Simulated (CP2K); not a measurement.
Wanted: the native input for a CP2K 2026.2 run.

```yaml
Task: single point
Functional: RPBE
Potentials_or_basis: POTENTIAL_UZH Pb GTH-PBE-q4, Te GTH-PBE-q6; TZVP-MOLOPT-PBE-GTH basis
Density_cutoff: 6123 eV
k_mesh: 7 × 7 × 7
Occupations: gaussian, width 0.1 eV
Spin: no spin polarisation
SCF_solver: diagonalisation with k points
Quickstep_method: GPW
EPS_DEFAULT: 1.0E-10
EPS_SCF: 1.0E-6
MAX_SCF: 100
SCF_GUESS: ATOMIC
k_points_reduced_by_the_point_group: yes
Mesh_centred_on_Gamma: yes
CHOLESKY: OFF
EPS_EIGVAL: 1.0E-7
MIXING_METHOD: BROYDEN_MIXING
MIXING_ALPHA: 0.4
NBUFFER: 8
NGRIDS: 4
Basis_sets: Pb TZVP-MOLOPT-PBE-GTH-q4, Te TZVP-MOLOPT-PBE-GTH-q6
Potentials: Pb GTH-PBE-q4 of POTENTIAL_UZH, Te GTH-PBE-q6 of POTENTIAL_UZH
ADDED_MOS: "[10]"
REL_CUTOFF_Ry: 60 Ry
MIXING_BETA_1/bohr: 1.5 1/bohr
CUTOFF_of_the_grids: 450 Ry
```

TePb:

```
CELL_PARAMETERS angstrom
4.56932 0.00000 0.00000
2.28466 3.95715 0.00000
2.28466 1.31905 3.73084
ATOMIC_POSITIONS crystal
Pb 0.00000 0.00000 0.00000
Te 0.50000 0.50000 0.50000
```

One way to write it, as run:

tepb_scf.inp

```
&GLOBAL
  PROJECT tepb_scf
  RUN_TYPE ENERGY_FORCE
  PRINT_LEVEL LOW
&END GLOBAL
&FORCE_EVAL
  METHOD QS
  STRESS_TENSOR ANALYTICAL
  &DFT
    BASIS_SET_FILE_NAME BASIS_MOLOPT_UZH
    POTENTIAL_FILE_NAME POTENTIAL_UZH
    &MGRID
      CUTOFF 450
      REL_CUTOFF 60
      NGRIDS 4
    &END MGRID
    &QS
      METHOD GPW
      EPS_DEFAULT 1.0E-10
    &END QS
    &KPOINTS
      SCHEME MONKHORST-PACK 7 7 7
      GAMMA_CENTERED T
      SYMMETRY T
      SYMMETRY_BACKEND SPGLIB
    &END KPOINTS
    &SCF
      SCF_GUESS ATOMIC
      EPS_SCF 1.0E-6
      MAX_SCF 100
      ADDED_MOS 10
      CHOLESKY OFF
      EPS_EIGVAL 1.0E-7
      &DIAGONALIZATION ON
        ALGORITHM STANDARD
      &END DIAGONALIZATION
      &MIXING ON
        METHOD BROYDEN_MIXING
        ALPHA 0.4
        BETA 1.5
        NBUFFER 8
      &END MIXING
      &SMEAR ON
        METHOD GAUSSIAN
        SIGMA [eV] 0.1
      &END SMEAR
    &END SCF
    &XC
      &XC_FUNCTIONAL
        &GGA_X_RPBE
        &END GGA_X_RPBE
        &GGA_C_PBE
        &END GGA_C_PBE
      &END XC_FUNCTIONAL
    &END XC
    &PRINT
      &KPOINTS ON
      &END KPOINTS
      &MULLIKEN ON
      &END MULLIKEN
      &MO ON
        ENERGIES T
        OCCUPATION_NUMBERS T
        &EACH
          QS_SCF 0
        &END EACH
        ADD_LAST NUMERIC
      &END MO
    &END PRINT
  &END DFT
  &SUBSYS
    &CELL
      A 4.5693240200 0.0000000000 0.0000000000
      B 2.2846620100 3.9571506795 0.0000000000
      C 2.2846620100 1.3190502265 3.7308374395
      PERIODIC XYZ
    &END CELL
    &COORD
      SCALED
      Pb  0.0000000000 0.0000000000 0.0000000000
      Te  0.5000000000 0.5000000000 0.5000000000
    &END COORD
    &KIND Pb
      BASIS_SET TZVP-MOLOPT-PBE-GTH-q4
      POTENTIAL GTH-PBE-q4
    &END KIND
    &KIND Te
      BASIS_SET TZVP-MOLOPT-PBE-GTH-q6
      POTENTIAL GTH-PBE-q6
    &END KIND
    &PRINT
      &ATOMIC_COORDINATES ON
      &END ATOMIC_COORDINATES
      &CELL ON
      &END CELL
    &END PRINT
  &END SUBSYS
  &PRINT
    &FORCES ON
    &END FORCES
    &STRESS_TENSOR ON
    &END STRESS_TENSOR
  &END PRINT
&END FORCE_EVAL
```

Potentials or basis: POTENTIAL_UZH Pb GTH-PBE-q4, Te GTH-PBE-q6; TZVP-MOLOPT-PBE-GTH basis.

Run with:

```sh
$ OMP_NUM_THREADS=1 cp2k.psmp -i tepb_scf.inp -o tepb_scf.out
```

Results of the run:

```json
{"Pressure": "3.2 GPa", "Mulliken charges": "Pb +0.59; Te -0.59 e"}
```

Caveat: Mulliken charges move with the basis; this odd mesh misses L, where the gap lies, so gap, dielectric constants and Born charges aren't listed; the potentials were made for another functional, which shifts forces and pressure; the basis of atomic orbitals isn't converged, which shifts pressures, moduli and gaps.

It took 14 s on 1 thread of Arm Neoverse V1 (shared host), peak memory 0.27 GiB.
